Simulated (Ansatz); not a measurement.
# SnTe (Fm-3m) in Ansatz: settings compared, part 2 of 2

Ansatz 0.2.0.

## (5) Relaxation of cell and atoms, PBE

input.yaml reads:

```yaml
crystal:
  lattice:
    - [0.0, 3.15085, 3.15085]
    - [3.15085, 0.0, 3.15085]
    - [3.15085, 3.15085, 0.0]
  atoms:
    - { symbol: Te, position: [0.5, 0.5, 0.5] }
    - { symbol: Sn, position: [0.0, 0.0, 0.0] }
hamiltonian:
  xc: pbe
  pseudopotentials: { kind: paw }
kpoints:
  mp_grid: { grid: [7, 7, 7] }
scf:
  occupations: { method: fermi_dirac, width: 0.05 }
output:
  forces: true
  stress: true
relax:
  f_tol: 0.01
  max_steps: 40
  cell: { stress_tol: 0.05 }
```

Potentials or basis: Ansatz PAW.

The run is started by

```bash
$ ansatz run input.yaml --threads 2 --pin off --max-ram 5632MiB --backend cpu --events-out ev --progress --plain --runs-dir out
```

Log:

```text
Warning: RAYON_NUM_THREADS=2 ignored (pool sized by the plan → 2); use --threads N
Engine: ansatz 0.2.0, aarch64-unknown-linux-gnu
Pseudopotentials: kind: paw
Pseudopotential: Te, paw, valence charge 16, recommended cutoff 420 eV (normal), Te.paw.azcp
Pseudopotential: Sn, paw, valence charge 14, recommended cutoff 420 eV (normal), Sn.paw.azcp
Functional definition: PBE
  parameter kappa = 0.804
  parameter beta = 0.06672455060314922
  exchange = pbe_x(kappa = kappa, mu = beta*pi^2/3)
  correlation = pbe_c(beta = beta)
Crystal: 2 atoms, lattice volume = 62.562 Å³
Basis set: ecut = 420 eV, 1243 PW (Γ), exchange–correlation on 60×60×60 points (8 copies of the dense FFT grid, shifted against one another)
Bands: 19, of which v1, the nominal top of the filled ones, is band 15 counted from 1 (14 counted from 0)
Symmetry: 48 space group operations
Space group: Fm-3m (ITA 225), of the structure as read, at distance tolerance 4.0e-5 Å
k-points: 20 of 343
Non-local potential: Te, projectors of the file, l = 0: 2, l = 1: 2, l = 2: 2, l = 3: 2
Non-local potential: Sn, projectors of the file, l = 0: 2, l = 1: 2, l = 2: 2, l = 3: 2
PAW form: soft (Blöchl's): semilocal exchange-correlation on the pseudo side does not see the compensation charge
PAW one-centre angular grid: Te, 590 points (default); XC on 64 Gauss nodes
PAW one-centre angular grid: Sn, 590 points (default); XC on 64 Gauss nodes
Initial density: superposition of atomic densities (neutral atoms: chi_scale 0, normalization atom), corrected by the library's trained network
Initial wavefunctions: pseudopotential atomic-orbital guess
Functional: x = pbe(κ = 0.804, μ = 0.2195149727645171), c = pbe(β = 0.06672455060314922)
SCF iter   1: F=—  HF=-13004.730374 eV  |F-HF|=—  |Δ(HF+E_count)|=         —  Δρ=5.41e-4  dr2=1.24e-4  ethr=1.77e-3  ⟨swp⟩=6.1  Hψ=1979  notcnv=0
preconditioner: auto → none  [insulator: Δε(μ)=0.662 eV  Ē_g=8.672 eV  σ=0.050 eV  W_gap=1.00  n_scr=14 (ndim 8)  ℏωp=14.8 eV  f_vac=0.009  D(μ)=0.00/eV (n_scr^D=0)  ε∞_Penn≈3.9]
SCF iter   2: F=—  HF=-13004.728780 eV  |F-HF|=—  |Δ(HF+E_count)|=   1.59e-3  Δρ=3.80e-4  dr2=7.06e-5  ethr=4.12e-7  ⟨swp⟩=3.0  Hψ=1002  notcnv=0
SCF iter   3: F=—  HF=-13004.728792 eV  |F-HF|=—  |Δ(HF+E_count)|=   1.20e-5  Δρ=1.58e-4  dr2=1.03e-5  ethr=2.35e-7  ⟨swp⟩=2.0  Hψ=592  notcnv=0
SCF iter   4: F=—  HF=-13004.728816 eV  |F-HF|=—  |Δ(HF+E_count)|=   2.39e-5  Δρ=5.27e-5  dr2=1.68e-6  ethr=3.43e-8  ⟨swp⟩=2.0  Hψ=682  notcnv=0
[... 52 lines left out ...]
preconditioner: auto → none  [insulator: Δε(μ)=0.665 eV  Ē_g=8.438 eV  σ=0.050 eV  W_gap=1.00  n_scr=14 (ndim 8)  ℏωp=14.5 eV  f_vac=0.013  D(μ)=0.00/eV (n_scr^D=0)  ε∞_Penn≈3.9]
SCF iter   2: F=—  HF=-13004.749996 eV  |F-HF|=—  |Δ(HF+E_count)|=   1.63e-6  Δρ=1.28e-6  dr2=5.96e-10  ethr=7.02e-12  ⟨swp⟩=3.8  Hψ=978  notcnv=0
SCF iter   3: F=—  HF=-13004.749996 eV  |F-HF|=—  |Δ(HF+E_count)|=  2.53e-10  Δρ=5.91e-7  dr2=1.52e-10  ethr=1.99e-12  ⟨swp⟩=2.6  Hψ=658  notcnv=0
SCF iter   4: F=-13004.749996 eV  HF=-13004.749996 eV  |F-HF|=1.82e-12  |Δ(HF+E_count)|=  6.00e-11  Δρ=8.51e-8  dr2=4.03e-12  ethr=1.00e-12  ⟨swp⟩=5.3  Hψ=1799  notcnv=0
SCF 6 converged in 4 iterations: F = -13004.749996 eV  dr2 = 4.03e-12
relax step   6: F+E_penalty+E_count = -13004.74999581 eV  Δ(F+E_penalty+E_count) = +2.360e-5 eV  max|allowed force component| = 3.208e-29 eV/Å  Δτ_max = 0.0000 Å  P = +0.001 GPa  Ω = 65.747 Å³  stress off target by 1.40e-3 GPa  SCF on the basis re-selected at this cell (its energy is not comparable with the rows above)  (4 SCF iters)
basis re-selected at this cell: Δ(F+E_penalty+E_count) = +2.360e-5 eV, ΔP = +0.000 GPa vs the last step (what re-selecting the basis moved, of the pressure what is left beyond the Pulay correction that the steps carried, after the strain that the cell walked since its last selection, with what the two solves' SCF thresholds leave and, on support functions, any second-order correction that the steps lacked; it is no measure of the basis error at this ecutwfc). This SCF's stress stands 1.40e-3 GPa from its target on what of the cell is left free (relax.cell.stress_tol is 5.00e-2 GPa) and its largest allowed force component is 3.21e-29 eV/Å (relax.f_tol is 1.00e-2 eV/Å): within both
SCF converged after 4 iterations
Free energy (F): -13004.749996 eV
Harris-Foulkes:  -13004.749996 eV  (|F-HF|=1.82e-12)
Internal energy: -13004.749938 eV  (E = F + TS)
E sigma→0 (E₀):  -13004.749967 eV
Entropy (-TS):   -0.000058 eV (-0.029 meV/atom)
Fermi energy:    8.992461 eV
--- Per-component energies (eV) ---
  E_band       = -372.437493
  E_kinetic    = 364.907547
  E_local      = -2228.870528  (includes V_loc(G=0)·N_el)
  E_nonlocal   = -343.136563
  E_hartree    = 1382.442561
  E_xc         = -507.203899
  E_vxc        = -200.220277  (∫ρ·V_xc dr)
  E_paw        = -8795.414359  (= ΣΔE_a)
  E_vpaw       = -730.002591  (= ΣTr[D̂ρ^β])
  E_aug_tail   = -0.000201  (compensation charges beyond the density's cutoff)
  E_ewald      = -2877.474497
  E_smearing   = -0.000058  (= −TS)
  E_closure    = -0.000000  (closes the sum)
  Σ components = -13004.749996   (vs F -13004.749996, Δ=0.00e0)
--- Forces (eV/Å), atoms counted from 1 ---
  atom   1  Te     0.00000000     0.00000000    -0.00000000
  atom   2  Sn    -0.00000000     0.00000000     0.00000000
  max |Σ_I F_I| component: 5.36e-29 eV/Å
--- Stress (GPa, compression-positive) ---
        0.001401      -0.000000      -0.000000
       -0.000000       0.001401      -0.000000
       -0.000000      -0.000000       0.001401
  P = ⅓ Tr σ = 0.0014 GPa (0.014 kbar)
--- Relaxed structure (4 steps of the walk, 4 accepted, 2 SCFs on fresh bases) ---
  F+E_penalty+E_count = -13004.74999581 eV   max|allowed force component| = 3.208e-29 eV/Å   (the final SCF, on the basis selected at the relaxed cell)
  cell:  # Å, volume = 65.7468 Å³
    - [-2.038148813158236e-34, 3.203427807840423, 3.203427807840423]
    - [3.203427807840423, -6.369215041119487e-35, 3.203427807840423]
    - [3.203427807840423, 3.203427807840423, -8.916901057567283e-35]
  atoms:
    - { symbol: Te, position: [0.49999999999999994, 0.49999999999999994, 0.49999999999999994] }
    - { symbol: Sn, position: [1.0824066341612259e-35, -7.958872310069089e-36, -1.241584080359391e-35] }
```

Wall time 4.5 s (2 threads of Arm Neoverse V1, shared host); peak memory 0.34 GiB.

What came out:

- Free energy: -13004.7500 eV
- Relaxed volume: 32.87 Å³/atom
- Relaxed cell: a = 4.530 Å, b = 4.530 Å, c = 4.530 Å, α = 60.00°, β = 60.00°, γ = 60.00°
- Space group after relaxing (to 0.05 Å): Fm-3m (No. 225)
- Energy gained by relaxing: 10.6 meV/atom
- Ionic steps: 6
- Pressure after relaxing: 0.0 GPa

Step by step:
```tsv
step	energy change (eV)	largest force (eV/Å)	volume (Å³)
1	0.0000	0.0000	62.56
2	-0.0188	0.0000	66.71
3	-0.0206	0.0000	65.83
4	-0.0212	0.0000	65.83
5	-0.0212	0.0000	65.75
6	-0.0212	0.0000	65.75
```

Final structure:
```xyz
2
Lattice="0.0000 3.2034 3.2034 3.2034 0.0000 3.2034 3.2034 3.2034 0.0000" Properties=species:S:1:pos:R:3 pbc="T T T"
Te    3.2034    3.2034    3.2034
Sn    0.0000    0.0000    0.0000
```

Caveat: this odd mesh misses L, where the gap lies, so gap, dielectric constants and Born charges aren't listed; the plane-wave basis is chosen anew once the cell has moved, so the energies of steps on either side of that aren't comparable.

## (6) Summary

```csv
task,level,cell,smearing,pressure (GPa),relaxed volume (Å³/atom)
relaxation of cell and atoms,LDA,relaxed,fermi-dirac 0.05 eV,0.0,30.27
relaxation of cell and atoms,PBEsol,relaxed,fermi-dirac 0.05 eV,0.0,31.03
single point,PBE,as given,gaussian 0.011 eV,2.2,-
relaxation of cell and atoms,PBE,relaxed,fermi-dirac 0.05 eV,0.0,32.87
```

Alike in all rows: potentials or basis Ansatz PAW; no spin polarisation; k mesh 7 × 7 × 7; cutoff (eV) 420.

Caveats: the plane-wave basis is chosen anew once the cell has moved, so the energies of steps on either side of that aren't comparable (some runs); the PAW data sets come from PBE, with cores solved anew for the run's functional, which leaves a small shift of forces and pressure (some runs).

Total energies depend on the potentials used, so only differences within one code and one set of settings carry meaning.
